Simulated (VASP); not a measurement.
**LiF (Griceite): NMR shieldings**

What are the shielding tensors of LiF (Griceite)? The cell is of the rock-salt type, one of the forms listed for this formula, which need not be the common one. The start is a cell from a database of measured crystal structures.

Main program and level: VASP 6.6.1; PBE; plane waves and PAW (F, Li_sv), in the first sound run; inputs show where later runs differ.

**1. Set-up**

Symmetry: Fm-3m, No. 225, cubic system. Conventional cell: a = 4.028 Å, b = 4.028 Å, c = 4.028 Å, α = 90.00°, β = 90.00°, γ = 90.00°. F has 6 Li at 2.01 Å nearest. Li has 6 F at 2.01 Å nearest. Farther neighbours and most contacts between anions are not listed.

**2. Ground state**

A ground-state run shows first whether the cell has a gap, which the next steps need; its size sets how fine their mesh has to be.

File INCAR:

```
SYSTEM = LiF
PREC = Accurate
ENCUT = 650
EDIFF = 1E-07
NELM = 100
ISMEAR = 0
SIGMA = 0.01
LREAL = .FALSE.
ALGO = Normal
GGA = PE
NBANDS = 11
LORBIT = 11
LWAVE = .FALSE.
LCHARG = .FALSE.
KPAR = 2
```

File POSCAR:

```
LiF
1.0
    0.0000000000      2.0140000000      2.0140000000
    2.0140000000      0.0000000000      2.0140000000
    2.0140000000      2.0140000000      0.0000000000
F Li
1 1
Direct
    0.5000000000      0.5000000000      0.5000000000
    0.0000000000      0.0000000000      0.0000000000
```

File KPOINTS:

```
Automatic mesh
0
Gamma
8 8 8
0 0 0
```

PAW data sets: F and Li_sv (PBE family, release 64).

Command:

```sh
mpirun -np 2 vasp_std
```

The program printed:

```text
[banner, memory and clock lines left out]
running    2 mpi-ranks, on    1 nodes
 distrk:  each k-point on    1 cores,    2 groups
 distr:  one band on    1 cores,    1 groups

 POSCAR found type information on POSCAR F Li
 POSCAR found :  2 types and       2 ions
 LDA part: xc-table for (Slater+PW92), standard interpolation
 POSCAR, INCAR and KPOINTS ok, starting setup
 FFT: planning ... GRIDC
 FFT: planning ... GRID_SOFT
 FFT: planning ... GRID
 WAVECAR not read
 entering main loop
       N       E                     dE             d eps       ncg     rms          rms(c)
DAV:   1     0.383505757419E+02    0.38351E+02   -0.63866E+03   646   0.109E+03
DAV:   2    -0.877413629443E+01   -0.47125E+02   -0.45867E+02   734   0.218E+02
DAV:   3    -0.101344400091E+02   -0.13603E+01   -0.13569E+01   829   0.341E+01
DAV:   4    -0.101499051548E+02   -0.15465E-01   -0.15463E-01   772   0.389E+00
DAV:   5    -0.101500296116E+02   -0.12446E-03   -0.12446E-03   851   0.260E-01    0.453E+00
DAV:   6    -0.963146212273E+01    0.51857E+00   -0.25716E+00   746   0.107E+01    0.141E+00
DAV:   7    -0.963534976588E+01   -0.38876E-02   -0.20969E-02   879   0.136E+00    0.870E-01
DAV:   8    -0.964169391260E+01   -0.63441E-02   -0.15959E-02   837   0.147E+00    0.118E-01
DAV:   9    -0.964169617316E+01   -0.22606E-05   -0.10360E-03   755   0.312E-01    0.454E-02
DAV:  10    -0.964178116721E+01   -0.84994E-04   -0.14962E-04   737   0.105E-01    0.154E-02
DAV:  11    -0.964178432689E+01   -0.31597E-05   -0.60399E-06   849   0.258E-02    0.215E-03
DAV:  12    -0.964178489500E+01   -0.56811E-06   -0.49504E-07   731   0.665E-03    0.831E-04
DAV:  13    -0.964178495568E+01   -0.60684E-07   -0.50072E-08   610   0.226E-03
   1 F= -.96417850E+01 E0= -.96417850E+01  d E =0.000000E+00
```

The job ended after 1.8 s (2 MPI ranks of Intel Xeon 6975P-C (Granite Rapids), shared host; peak memory 0.24 GiB).

Lines that name or quote the potential files are left out of all logs, and their timing lines are given in words.

OUTCAR, selected parts (step 2):

```text
ion  position               nearest neighbor table
   1  0.500  0.500  0.500-   2 2.01   2 2.01   2 2.01   2 2.01   2 2.01   2 2.01
   2  0.000  0.000  0.000-   1 2.01   1 2.01   1 2.01   1 2.01   1 2.01   1 2.01

  LATTYP: Found a face centered cubic cell.
 ALAT       =     4.0280000000

 Subroutine GETGRP returns: Found 48 space group operations
 (whereof 48 operations were pure point group operations)

The static configuration has the point symmetry O_h .

 Found     29 irreducible k-points:

   k-points           NKPTS =     29   k-points in BZ     NKDIM =     29   number of bands    NBANDS=     11

   dimension x,y,z NGX =    24 NGY =   24 NGZ =   24
   dimension x,y,z NGXF=    48 NGYF=   48 NGZF=   48

   ENCUT  =  650.0 eV  47.77 Ry    6.91 a.u.   5.92  5.92  5.92*2*pi/ulx,y,z

   NELECT =      10.0000    total number of electrons

 k-points in reciprocal lattice and weights: Automatic mesh
   0.00000000  0.00000000  0.00000000       0.002
   0.12500000  0.00000000  0.00000000       0.016
   0.25000000  0.00000000  0.00000000       0.016
   0.37500000  0.00000000  0.00000000       0.016
   0.50000000  0.00000000  0.00000000       0.008
   0.12500000  0.12500000  0.00000000       0.012
   0.25000000  0.12500000  0.00000000       0.047
   0.37500000  0.12500000  0.00000000       0.047
   0.50000000  0.12500000  0.00000000       0.047
[...]
-0.37500000  0.50000000  0.12500000       0.023
  -0.25000000  0.50000000  0.25000000       0.012

 average (electrostatic) potential at core
       1 -76.7736       2 -60.9630

 E-fermi :  -0.8091

 k-point     1 :       0.0000    0.0000    0.0000
  band No.  band energies     occupation
      1     -41.9367      2.00000
      2     -20.9986      2.00000
      3      -1.0255      2.00000
      4      -1.0255      2.00000
      5      -1.0255      2.00000
      6       8.0602      0.00000
      7      22.9448      0.00000
      8      22.9448      0.00000
      9      22.9459      0.00000
     10      23.3034      0.00000
    ...

 k-point     2 :       0.1250    0.0000    0.0000
  band No.  band energies     occupation
      1     -41.9281      2.00000
      2     -20.9389      2.00000
      3      -1.4611      2.00000
      4      -1.0607      2.00000
      5      -1.0607      2.00000
      6       8.4983      0.00000
      7      19.5639      0.00000
      8      21.3109      0.00000
      9      21.3109      0.00000
     10      24.6017      0.00000
    ...

 k-point     3 :       0.2500    0.0000    0.0000
  band No.  band energies     occupation
      1     -41.9074      2.00000
      2     -20.7893      2.00000
      3      -2.3953      2.00000
      4      -1.1427      2.00000
      5      -1.1427      2.00000
      6       9.3180      0.00000
      7      16.9170      0.00000
      8      19.5294      0.00000
      9      19.5294      0.00000
     10      25.9927      0.00000
    ...

  Total        0.1173272      0.1173272      0.1173272     -0.0000000      0.0000000     -0.0000000
  in kB       11.5053733     11.5053733     11.5053733     -0.0000000      0.0000000     -0.0000000
  external PRESSURE =      11.5053733 kB  Pullay stress =       0.0000000 kB

  energy-cutoff  :      650.00
  volume of cell :       16.34
      direct lattice vectors                 reciprocal lattice vectors
     0.000000000  2.014000000  2.014000000    -0.248262165  0.248262165  0.248262165
     2.014000000  0.000000000  2.014000000     0.248262165 -0.248262165  0.248262165
     2.014000000  2.014000000  0.000000000     0.248262165  0.248262165 -0.248262165

 POSITION                                       TOTAL-FORCE (eV/Angst)
 -----------------------------------------------------------------------------------
      2.01400      2.01400      2.01400         0.000000      0.000000      0.000000
      0.00000      0.00000      0.00000        -0.000000     -0.000000     -0.000000
 -----------------------------------------------------------------------------------
    total drift:                               -0.000000     -0.000000      0.000000

  FREE ENERGIE OF THE ION-ELECTRON SYSTEM (eV)
  ---------------------------------------------------
  free  energy   TOTEN  =        -9.6417849557 eV

  energy  without entropy=       -9.6417849557  energy(sigma->0) =       -9.64178496

 total charge
# of ion       s       p       d       tot
------------------------------------------
    1        1.724   4.414   0.000   6.138
    2        2.017   0.048   0.000   2.065
--------------------------------------------------
tot          3.741   4.462   0.000   8.203

[... 3 further parts left out ...]
```

The gap is read on the k-mesh alone, so it is an upper bound where the band edges lie off the mesh.

Numbers from this step:

```yaml
free_energy_toten: -9.642 eV
fermi_energy: -0.8091 eV
pressure: 1.151 GPa
gap_on_the_k_mesh: 9.086 eV
least_direct_gap_on_the_k_mesh: 9.086 eV
```

The cell has a gap of 9.09 eV on this mesh.

(Part 1 of 3 ends here.)

[Lines on the potential files, build, host, timing and source positions are cut from VASP's logs without a mark.]

[Logs are printed without paths, hosts, clocks, repeated set-up lines and the standing remarks that a program may print on its own settings, such as how far it seeks lower states.]

[Hosts, paths, dates, database ids (printed as entryN), source tags and the programs' standing remarks are cut or masked in the printed files.]
